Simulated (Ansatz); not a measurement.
# An added Ti started as a split pair with an O atom in rutile TiO2, 73 atoms, charge 0

All numbers come from Ansatz (PAW, plane waves, no spin–orbit coupling) at the single k point (¼, ¼, ¼) without its symmetry partners. The atoms were relaxed with PBEsol in a fixed cell; other functionals are single points on those atoms unless said otherwise. The valence top and gap of the host come from its small cell on a dense mesh, with the band extrema sought between the mesh points, lined up by the mean potential, PBEsol gap 1.87 eV, r²SCAN gap 2.24 eV.

Relaxed structure:

```
Ti O
1.0
     9.18283    0.00000    0.00000
     0.00000    9.18283    0.00000
     0.00000    0.00000    8.81661
Ti O
25 48
Direct
  0.98957 0.99836 0.00007
  0.00104 0.00113 0.33051
  0.00067 0.00239 0.66980
  0.99591 0.50479 0.00033
  0.01843 0.49624 0.32730
  0.01771 0.49624 0.67231
  0.50666 0.99840 0.00053
  0.49540 0.99460 0.33091
  0.49519 0.99566 0.67018
  0.50036 0.49203 0.00018
  0.47846 0.50047 0.32815
  0.47764 0.50075 0.67318
  0.24924 0.24130 0.16470
  0.25021 0.24240 0.50111
  0.24910 0.24250 0.83784
  0.24714 0.75439 0.16271
  0.24591 0.75442 0.49951
  0.24697 0.75546 0.83584
  0.74959 0.25552 0.16675
  0.73359 0.21956 0.50054
  0.74904 0.25566 0.83489
  0.74697 0.74125 0.16573
  0.76259 0.77735 0.50001
  0.74677 0.74125 0.83383
  0.74806 0.49845 0.50026
  0.15205 0.14664 0.00005
  0.15290 0.14701 0.33385
  0.15275 0.14714 0.66689
  0.15100 0.65192 0.00005
  0.15801 0.64743 0.33275
  0.15851 0.64694 0.66804
  0.65345 0.15235 0.00005
  0.65265 0.14271 0.32337
  0.65222 0.14319 0.67717
  0.65285 0.64376 0.00047
  0.66231 0.63501 0.34533
  0.66263 0.63446 0.65486
  0.34518 0.34496 0.00046
  0.33771 0.34986 0.33251
  0.33815 0.34943 0.66781
  0.34415 0.85024 0.00044
  0.34340 0.84975 0.33365
  0.34326 0.84981 0.66668
  0.84329 0.35314 0.00004
  0.83355 0.36241 0.34563
  0.83392 0.36189 0.65514
  0.84273 0.84454 0.00049
  0.84394 0.85368 0.32336
  0.84351 0.85421 0.67716
  0.09612 0.39594 0.16296
  0.09249 0.39352 0.50028
  0.09635 0.39665 0.83719
  0.09369 0.90037 0.16631
  0.09286 0.89761 0.50045
  0.09280 0.89964 0.83403
  0.59158 0.39888 0.17050
  0.57579 0.38238 0.50022
  0.59160 0.39913 0.82978
  0.59317 0.89143 0.16694
  0.59772 0.90203 0.50035
  0.59290 0.89103 0.83334
  0.40337 0.09721 0.16643
  0.40330 0.09924 0.50010
  0.40250 0.09650 0.83423
  0.39988 0.60021 0.16331
  0.40371 0.60337 0.50023
  0.39999 0.60091 0.83765
  0.90320 0.10584 0.16715
  0.89846 0.09483 0.50014
  0.90307 0.10548 0.83361
  0.90459 0.59778 0.17067
  0.92042 0.61451 0.50038
  0.90461 0.59799 0.83004
```

Chemical potentials μ are those of reference phases of the elements at zero temperature by the same functional (the usual solids, diamond for C, grey Sn, and the molecules H2, N2, O2, F2, Cl2, Br2 and S8).

```csv
functional,E(defect) − E(host) − Σ nμ + q·E_VBM (eV),monopole (eV),alignment (eV),formation energy at E_F = VBM (eV),moment (μB),"wall time, shared host"
PBEsol,-1.66,0.00,0.00,-1.66,1.9,38 s on NVIDIA GB300 (relaxation)
```

Problem. Estimate the formation energy and moment that r²SCAN gives on these atoms.

Solution. -1.25 eV at E_F = VBM, moment 2.0 μB.

r²SCAN one-electron levels near the gap (the ten most localised at most), from the host's valence top:

```
level (eV)  spin  filling  atoms sharing it  element of the atom with most weight
     -0.25  down     1.00              43.0                                spread
     -0.23    up     1.00              43.1                                spread
      2.08    up     1.00              14.1                                    Ti
      2.09  down     1.00              11.7                                    Ti
      2.46    up     0.99              32.0                                spread
      2.49    up     0.92              24.8                                spread
      2.53    up     0.09              27.3                                spread
```

The charge sits partly or wholly in a band of the host, at the cell's one k point and not at the band edge, so the formation energy is too high and the charge correction doesn't apply as it stands.

All elements are taken at their own reference at once; growth conditions in equilibrium with the host shift these energies, by up to the host's formation enthalpy.

One k point and a cell of this size can leave errors of several tenths of an eV in such numbers.
